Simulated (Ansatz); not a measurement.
Hf, DFT, PBE, all-electron PAW with datasets made for the crystal, scalar-relativistic (Ansatz 0.2.0), run on 1 thread of Intel(R) Xeon(R) 6975P-C (Granite Rapids) on a shared host.

The cell is COD entry 1534929, as deposited and not checked against the literature; nothing was relaxed. The listed cell was then made from it by scaling, straining or moving an atom.

Command: `ansatz run input.yaml --threads 1 --pin off --max-ram 3072MiB --backend cpu --events-out ev --progress --plain --runs-dir out`

```yaml
crystal:
  lattice:
    - [0.0, 2.22, 2.1978]
    - [2.22, 0.0, 2.1978]
    - [2.22, 2.22, 0.0]
  atoms:
    - { symbol: Hf, position: [0.0, 0.0, 0.0] }
kpoints:
  mp_grid: { grid: [13, 13, 13] }
scf:
  occupations: { method: fermi_dirac, width: 0.03 }
hamiltonian:
  xc: pbe
  pseudopotentials: { kind: all_electron, datasets: crystal }
output:
  forces: true
  stress: true
  eigenvalues: true
  efg: { contact_densities: true }
```

Question: How large is the problem that the program sets up?

Answer: 196 irreducible k-points, 403 plane waves at Γ, 18 bands.

Question: About how long does it take, and how much memory does it use?

Answer: 9.7 s of wall time for 8 SCF iterations, with a peak of 0.59 GiB. Times on shared machines scatter by tens of per cent.
